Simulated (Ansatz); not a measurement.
**GaCo in Ansatz, settings compared**

The input file (Ansatz 0.2.0, plane waves):

```yaml
crystal:
  lattice:
    - [3.722826, 0.0, 0.0]
    - [1.861413, -4.698965, 0.0]
    - [0.0, 0.0, -3.524656]
  atoms:
    - { symbol: Co, position: [0.138, 0.724, 0.75] }
    - { symbol: Co, position: [0.862, 0.276, 0.25] }
    - { symbol: Ga, position: [0.417, 0.166, 0.75] }
    - { symbol: Ga, position: [0.583, 0.834, 0.25] }
  symmetry: { tolerance: 0.0003 }
kpoints:
  mp_grid: { grid: [5, 5, 5], shift: [0, 0, 0] }
magnetization:
  spin_polarized: false
scf:
  occupations: { method: fermi_dirac }
hamiltonian:
  pseudopotentials: { kind: paw }
  xc: r2scan
basis:
  ecutwfc: 500
output:
  forces: true
  stress: true
  eigenvalues: true
relax:
  max_steps: 40
  cell: {}
```

The command:

```bash
ansatz run input.yaml --threads 1 --pin off --max-ram 2560MiB --backend cpu --events-out ev --progress --plain --runs-dir out
```

Origin of the cell: a known structure type with other elements, at an estimated volume, so it need not be a known compound.

The smearing width isn't typed, so it takes its default of 0.1 eV.

Output of this run (shortened):

```
Pseudopotentials: kind: paw
Pseudopotential: Co, paw, valence charge 17, recommended cutoff 500 eV (meta_gga), Co.paw.azcp
Pseudopotential: Ga, paw, valence charge 13, recommended cutoff 500 eV (meta_gga), Ga.paw.azcp
Functional definition: r2SCAN
  exchange = r2scan_x(k0 = k0, k1 = k1, a1 = a1)
  correlation = r2scan_c
Crystal: 4 atoms, lattice volume = 61.658 Å³
Basis set: ecut = 500 eV, 1575 PW (Γ), exchange–correlation on 120×160×108 points (64 copies of the dense FFT grid, shifted against one another)
Bands: 36, of which v1, the nominal top of the filled ones, is band 30 counted from 1 (29 counted from 0)
Symmetry: 8 space group operations
Space group: Cmcm (ITA 63), of the structure as read, at distance tolerance 1.2e-3 Å
[… 7 lines left out …]
Initial density: superposition of atomic densities (neutral atoms: chi_scale 0, normalization atom), corrected by the library's trained network
Functional: x = r2scan, c = r2scan; τ floored in thin density (d = 2e-4 eV/Å³)
SCF iter   1: F=—  HF=-17841.358862 eV  Δρ=1.55e-2  dr2=6.80e-2  dr2_τ=9.82e-2  defer=1
SCF iter   2: F=—  HF=-17841.462550 eV  Δρ=5.91e-3  dr2=1.02e-2  dr2_τ=4.61e-4  defer=1
SCF iter   3: F=—  HF=-17841.463869 eV  Δρ=7.70e-3  dr2=2.14e-2  dr2_τ=2.24e-4  defer=1
SCF iter   4: F=—  HF=-17841.462603 eV  Δρ=3.46e-3  dr2=5.42e-3  dr2_τ=3.19e-5  defer=1
SCF iter   5: F=—  HF=-17841.462674 eV  Δρ=2.43e-3  dr2=2.90e-3  dr2_τ=4.67e-5  defer=1
SCF iter   6: F=—  HF=-17841.462648 eV  Δρ=6.06e-4  dr2=1.50e-4  dr2_τ=9.01e-7  defer=1
SCF iter   7: F=—  HF=-17841.462667 eV  Δρ=4.86e-4  dr2=9.97e-5  dr2_τ=2.27e-6  defer=1
SCF iter   8: F=—  HF=-17841.462689 eV  Δρ=1.41e-4  dr2=7.59e-6  dr2_τ=7.72e-8  defer=1
SCF iter   9: F=—  HF=-17841.462690 eV  Δρ=2.04e-5  dr2=3.91e-7  dr2_τ=2.58e-8  defer=1
SCF iter  10: F=—  HF=-17841.462691 eV  Δρ=1.64e-5  dr2=1.04e-7  dr2_τ=2.87e-9
SCF iter  11: F=-17841.462691 eV  HF=-17841.462691 eV  Δρ=8.42e-6  dr2=2.79e-8  dr2_τ=8.45e-10
relax step   1: F+E_penalty+E_count = -17841.462691 eV  Δ(F+E_penalty+E_count) = +0.000e0 eV  max|allowed force component| = 2.438e0 eV/Å  Δτ_max = 0.0000 Å  P = -17.714 GPa  Ω = 61.658 Å³  ( […]
relax step   2: F+E_penalty+E_count = -17842.569970 eV  Δ(F+E_penalty+E_count) = -1.107e0 eV  max|allowed force component| = 1.457e0 eV/Å  Δτ_max = 0.0925 Å  P = -11.555 GPa  Ω = 55.419 Å³  e […]
relax step   3: F+E_penalty+E_count = -17843.070079 eV  Δ(F+E_penalty+E_count) = -5.001e-1 eV  max|allowed force component| = 3.862e-1 eV/Å  Δτ_max = 0.0864 Å  P = +0.111 GPa  Ω = 50.280 Å³ […]
relax step   4: F+E_penalty+E_count = -17843.250213 eV  Δ(F+E_penalty+E_count) = -1.801e-1 eV  max|allowed force component| = 1.439e-1 eV/Å  Δτ_max = 0.0624 Å  P = +2.305 GPa  Ω = 49.398 Å³ […]
relax step   5: F+E_penalty+E_count = -17843.380117 eV  Δ(F+E_penalty+E_count) = -1.299e-1 eV  max|allowed force component| = 1.608e-1 eV/Å  Δτ_max = 0.0170 Å  P = +2.137 GPa  Ω = 48.962 Å³ […]
[… 7 lines left out …]
relax step  13: F+E_penalty+E_count = -17843.480450 eV  Δ(F+E_penalty+E_count) = -4.340e-5 eV  max|allowed force component| = 1.361e-3 eV/Å  Δτ_max = 0.0046 Å  P = +0.023 GPa  Ω = 48.492 Å³ […]
relax step  14: F+E_penalty+E_count = -17843.479820 eV  Δ(F+E_penalty+E_count) = +6.300e-4 eV  max|allowed force component| = 1.968e-3 eV/Å  Δτ_max = 0.0000 Å  P = -0.062 GPa  Ω = 48.492 Å³  stress off target by 8.49e-2 GPa […]
relax step  15: F+E_penalty+E_count = -17843.479861 eV  Δ(F+E_penalty+E_count) = -4.053e-5 eV  max|allowed force component| = 6.175e-3 eV/Å  Δτ_max = 0.0033 Å  P = +0.092 GPa  Ω = 48.439 Å³ […]
relax step  16: F+E_penalty+E_count = -17843.479850 eV  Δ(F+E_penalty+E_count) = -3.016e-5 eV  max|allowed force component| = 3.389e-4 eV/Å  Δτ_max = 0.0023 Å  P = -0.006 GPa  Ω = 48.470 Å³ […]
relax step  17: F+E_penalty+E_count = -17843.479834 eV  Δ(F+E_penalty+E_count) = +1.611e-5 eV  max|allowed force component| = 3.388e-4 eV/Å  Δτ_max = 0.0000 Å  P = -0.006 GPa  Ω = 48.470 Å³  stress off target by 1.50e-2 GPa […]
SCF 17 converged in 5 iterations: F = -17843.479834 eV  dr2 = 7.49e-12
basis re-selected at this cell: Δ(F+E_penalty+E_count) = +1.611e-5 eV, ΔP = -0.000 GPa vs the last step (what re-selecting the basis moved, of the pressure what is left beyond the Pulay corre […]
SCF converged after 5 iterations
Free energy (F): -17843.479834 eV
Harris-Foulkes:  -17843.479834 eV  (|F-HF|=1.09e-11)
Internal energy: -17843.365851 eV  (E = F + TS)
E sigma→0 (E₀):  -17843.422843 eV
Entropy (-TS):   -0.113983 eV (-28.496 meV/atom)
Fermi energy:    16.095036 eV
--- Per-component energies (eV) ---
  E_band       = -516.823682
  E_kinetic    = 1147.228559
  E_local      = -9121.465276  (includes V_loc(G=0)·N_el)
  E_nonlocal   = 1778.487468
  E_hartree    = 4051.289713
  E_xc         = -441.726657
  E_vxc        = -582.157351  (∫ρ·V_xc dr)
  E_paw        = -7062.206511  (= ΣΔE_a)
  E_vpaw       = -1877.729486  (= ΣTr[D̂ρ^β])
  E_aug_tail   = -0.000008  (compensation charges beyond the density's cutoff)
  E_vtau       = 36.233147  (kinetic-family band-sum trace: ∫τ·v_τ [+ j·A + Jᵃ·Aᵃ] dr)
  E_ewald      = -8193.076588
  E_core_change = -1.896552  (= ΣΔE_core)
  E_smearing   = -0.113983  (= −TS)
  Σ components = -17843.479834   (vs F -17843.479834, Δ=0.00e0)
--- Forces (eV/Å), atoms counted from 1 ---
  atom   1  Co    -0.000000     0.000210     0.000000
  atom   2  Co     0.000000    -0.000210    -0.000000
  atom   3  Ga    -0.000000    -0.000339     0.000000
  atom   4  Ga     0.000000     0.000339    -0.000000
  max |Σ_I F_I| component: 0.00e0 eV/Å
--- Stress (GPa, compression-positive) ---
       -0.014953      -0.000000       0.000000
       -0.000000       0.003120       0.000000
        0.000000       0.000000      -0.006747
  P = ⅓ Tr σ = -0.0062 GPa (-0.062 kbar)
--- Relaxed structure (15 steps of the walk, 13 accepted, 2 SCFs on fresh bases) ---
  F+E_penalty+E_count = -17843.479834 eV   max|allowed force component| = 3.388e-4 eV/Å   (the final SCF, on the basis selected at the relaxed cell)
  cell:  # Å, volume = 48.4695 Å³
    - [2.727522, 0.0, 0.0]
    - [1.363761, -4.500457, 0.0]
    - [0.0, 0.0, -3.948607]
  atoms:
    - { symbol: Co, position: [0.146237, 0.707526, 0.75] }
    - { symbol: Co, position: [0.853763, 0.292474, 0.25] }
    - { symbol: Ga, position: [0.406310, 0.187379, 0.75] }
    - { symbol: Ga, position: [0.593690, 0.812621, 0.25] }
```

The same input was run again with these changes:

1. `scf.occupations.width` default → 0.2
2. `scf.convergence.dr2_threshold` default → 0.0001
3. `hamiltonian.pseudopotentials` { kind: paw } → { kind: paw, source: jth }; `kpoints.mp_grid.shift` [0, 0, 0] → [0.5, 0.5, 0.5]; `scf.initial_density.chi_scale` default → 0.1
4. `scf.convergence.dr2_threshold` default → 1.0e-06; `kpoints.mp_grid.grid` [5, 5, 5] → [2, 2, 2]; `crystal.symmetry` { tolerance: 0.0003 } → { detect: false }

```json
{"run": "base", "end": "converged", "SCF iterations": "161", "volume (Å³/atom)": "12.12", "max force component (eV/Å)": "0.000", "gap on mesh (eV)": "none", "moment (μB)": "–", "ΔE(σ→0) (meV/atom)": "0"}
{"run": "1", "end": "converged", "SCF iterations": "137", "volume (Å³/atom)": "12.14", "max force component (eV/Å)": "0.002", "gap on mesh (eV)": "–", "moment (μB)": "–", "ΔE(σ→0) (meV/atom)": "-0.10"}
{"run": "2", "end": "converged", "SCF iterations": "114", "volume (Å³/atom)": "12.12", "max force component (eV/Å)": "0.007", "gap on mesh (eV)": "none", "moment (μB)": "–", "ΔE(σ→0) (meV/atom)": "0.03"}
{"run": "3", "end": "converged", "SCF iterations": "173", "volume (Å³/atom)": "11.54", "max force component (eV/Å)": "0.000", "gap on mesh (eV)": "none", "moment (μB)": "–", "ΔE(σ→0) (meV/atom)": "–"}
{"run": "4", "end": "converged", "SCF iterations": "236", "volume (Å³/atom)": "11.92", "max force component (eV/Å)": "0.001", "gap on mesh (eV)": "none", "moment (μB)": "–", "ΔE(σ→0) (meV/atom)": "-128.77"}
```

Energies are compared only where functional, datasets, charge and starting cell are the same.

Not properties of the system: run 4 (too coarse or loose: `kpoints.mp_grid.grid` = [2, 2, 2]).

Caveats of the base run: no spin polarisation, so a magnetic state may lie lower; the k mesh is coarse if the cell is a metal; the relaxation held the start's symmetry, so the end may be a saddle point.

Run 1: wide smearing.
Run 2: the SCF threshold is loose for forces.
Run 3: the cutoff lies below the datasets' advice; the k mesh keeps only part of the crystal's symmetry.
Run 4: the SCF threshold is loose for forces; the program displaced the start to leave a saddle point.

The base run ran for 3.4 min on 1 thread of Arm Neoverse V2, on a shared host, peak memory 0.52 GiB, from the program's own first density.
